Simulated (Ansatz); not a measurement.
Band structure of Ir

```yaml
crystal:
  lattice:
    - [2.74856, 0.00000, 0.00000]
    - [-1.37428, 2.38033, 0.00000]
    - [0.00000, 0.00000, 4.45166]
  atoms:
    - { symbol: Ir, position: [0.33333, 0.66667, 0.25000] }
    - { symbol: Ir, position: [0.66667, 0.33333, 0.75000] }
```

Atoms are numbered in the order listed.

The cell was built from the hcp type and relaxed in the same program, and has space group P6_3/mmc; it needn't be a known or the stable phase.

Spin–orbit coupling is left out, though it moves levels of the heavy atoms by tenths of an eV or more.

Theory: DFT, PBE, all-electron LAPW, scalar-relativistic in Ansatz 0.2.0.

The runs use a Γ-centred 15×15×8 k mesh, Fermi–Dirac smearing of 0.03 eV, basis error target 1 meV/atom, no spin polarisation.

Points in fractions of the reciprocal vectors of this cell: Γ (0, 0, 0), M (0.5, 0, 0), K (0.333, 0.333, 0), A (0, 0, 0.5), L (0.5, 0, 0.5), H (0.333, 0.333, 0.5). The path joins them by straight lines in the order Γ–M–K–Γ–A–L–H–A–L; legs that retrace an earlier one aren't tabulated. Energies are in eV from the Fermi level.

(1) Metal or insulator at this level of theory?

(2) Tabulate bands 39 to 45, counted from the lowest band of the run, along the path.

## Answers

(1) No gap opens: metallic or semimetallic.

(2) 
| k (1/Å) | point | band 39 | band 40 | band 41 | band 42 | band 43 | band 44 | band 45 |
| --- | --- | --- | --- | --- | --- | --- | --- | --- |
| 0.00 | Γ | -3.06 | -2.31 | -2.31 | -0.76 | 0.26 | 0.26 | 6.84 |
| 0.19 |  | -2.91 | -2.54 | -2.43 | -1.67 | 0.33 | 1.45 | 6.81 |
| 0.38 |  | -2.96 | -2.73 | -2.47 | -2.27 | 0.49 | 3.16 | 6.71 |
| 0.57 |  | -2.63 | -2.34 | -2.32 | -1.79 | 0.66 | 4.94 | 6.57 |
| 0.75 |  | -2.95 | -1.44 | -1.38 | -0.93 | 0.79 | 6.46 | 6.70 |
| 0.94 |  | -3.21 | -0.39 | -0.19 | -0.02 | 0.88 | 6.61 | 8.31 |
| 1.13 |  | -2.95 | 0.38 | 0.75 | 0.92 | 1.42 | 6.03 | 7.28 |
| 1.32 | M | -2.87 | 0.67 | 0.93 | 1.08 | 2.85 | 4.27 | 8.00 |
| 1.43 |  | -2.86 | 0.67 | 0.89 | 0.96 | 2.92 | 4.33 | 8.10 |
| 1.54 |  | -2.82 | 0.66 | 0.67 | 0.79 | 3.12 | 4.44 | 8.42 |
| 1.65 |  | -2.74 | 0.32 | 0.61 | 0.64 | 3.41 | 4.49 | 8.40 |
| 1.76 |  | -2.64 | 0.01 | 0.50 | 0.51 | 3.75 | 4.45 | 7.51 |
| 1.86 |  | -2.51 | -0.18 | 0.37 | 0.39 | 4.08 | 4.36 | 6.72 |
| 1.97 |  | -2.39 | -0.21 | 0.19 | 0.33 | 4.29 | 4.32 | 6.13 |
| 2.08 | K | -2.33 | -0.04 | -0.04 | 0.31 | 4.34 | 4.34 | 5.89 |
| 2.30 |  | -2.56 | -0.61 | 0.37 | 0.50 | 3.52 | 5.19 | 6.73 |
| 2.52 |  | -3.11 | -1.25 | 0.48 | 0.49 | 2.08 | 6.91 | 8.45 |
| 2.73 |  | -2.83 | -1.89 | -0.42 | 0.43 | 0.58 | 6.66 | 8.04 |
| 2.95 |  | -2.48 | -2.47 | -1.71 | -1.07 | 0.59 | 5.86 | 6.53 |
| 3.17 |  | -2.96 | -2.81 | -2.21 | -2.19 | 0.50 | 3.72 | 6.67 |
| 3.39 |  | -2.86 | -2.57 | -2.54 | -1.79 | 0.34 | 1.71 | 6.80 |
| 3.61 | Γ | -3.06 | -2.31 | -2.31 | -0.76 | 0.26 | 0.26 | 6.84 |
| 3.71 |  | -3.09 | -2.23 | -2.23 | -0.99 | 0.26 | 0.26 | 7.15 |
| 3.81 |  | -3.18 | -2.04 | -2.04 | -1.56 | 0.25 | 0.25 | 7.97 |
| 3.91 |  | -3.30 | -2.29 | -1.76 | -1.76 | 0.22 | 0.22 | 9.13 |
| 4.01 |  | -3.44 | -3.02 | -1.44 | -1.44 | 0.14 | 0.14 | 10.48 |
| 4.11 |  | -3.59 | -3.59 | -1.10 | -1.10 | 0.00 | 0.00 | 11.86 |
| 4.21 |  | -3.71 | -3.71 | -0.77 | -0.77 | -0.20 | -0.20 | 12.94 |
| 4.31 | A | -3.82 | -3.82 | -0.46 | -0.46 | -0.46 | -0.46 | 13.14 |
| 4.50 |  | -3.69 | -3.69 | -0.49 | -0.49 | -0.38 | -0.38 | 13.35 |
| 4.69 |  | -3.32 | -3.32 | -0.54 | -0.54 | -0.16 | -0.16 | 13.70 |
| 4.88 |  | -2.81 | -2.81 | -0.55 | -0.55 | 0.15 | 0.15 | 13.55 |
| 5.07 |  | -2.35 | -2.35 | -0.34 | -0.34 | 0.51 | 0.51 | 12.37 |
| 5.25 |  | -2.12 | -2.12 | 0.15 | 0.15 | 0.91 | 0.91 | 10.41 |
| 5.44 |  | -1.33 | -1.33 | 0.68 | 0.68 | 1.51 | 1.51 | 8.40 |
| 5.63 | L | -0.94 | -0.94 | 0.91 | 0.91 | 1.97 | 1.97 | 7.41 |
| 5.74 |  | -0.95 | -0.95 | 0.76 | 0.76 | 2.30 | 2.30 | 7.43 |
| 5.85 |  | -1.09 | -1.09 | 0.59 | 0.59 | 3.00 | 3.00 | 7.47 |
| 5.96 |  | -1.40 | -1.40 | 0.53 | 0.53 | 3.83 | 3.83 | 7.53 |
| 6.07 |  | -1.76 | -1.76 | 0.48 | 0.48 | 4.72 | 4.72 | 7.59 |
| 6.18 |  | -2.07 | -2.07 | 0.41 | 0.41 | 5.63 | 5.63 | 7.65 |
| 6.28 |  | -2.27 | -2.27 | 0.33 | 0.33 | 6.46 | 6.46 | 7.68 |
| 6.39 | H | -2.31 | -2.31 | 0.29 | 0.29 | 6.96 | 6.96 | 7.57 |
| 6.61 |  | -2.38 | -2.38 | 0.50 | 0.50 | 5.22 | 5.22 | 8.44 |
| 6.83 |  | -2.56 | -2.56 | 0.78 | 0.78 | 2.88 | 2.88 | 10.07 |
| 7.05 |  | -2.45 | -2.45 | 0.55 | 0.55 | 0.99 | 0.99 | 12.15 |
| 7.26 |  | -2.54 | -2.54 | -0.38 | -0.38 | 0.39 | 0.39 | 13.50 |
| 7.48 |  | -3.13 | -3.13 | -0.57 | -0.57 | -0.05 | -0.05 | 13.77 |
| 7.70 |  | -3.64 | -3.64 | -0.50 | -0.50 | -0.35 | -0.35 | 13.40 |
| 7.92 | A | -3.82 | -3.82 | -0.46 | -0.46 | -0.46 | -0.46 | 13.14 |
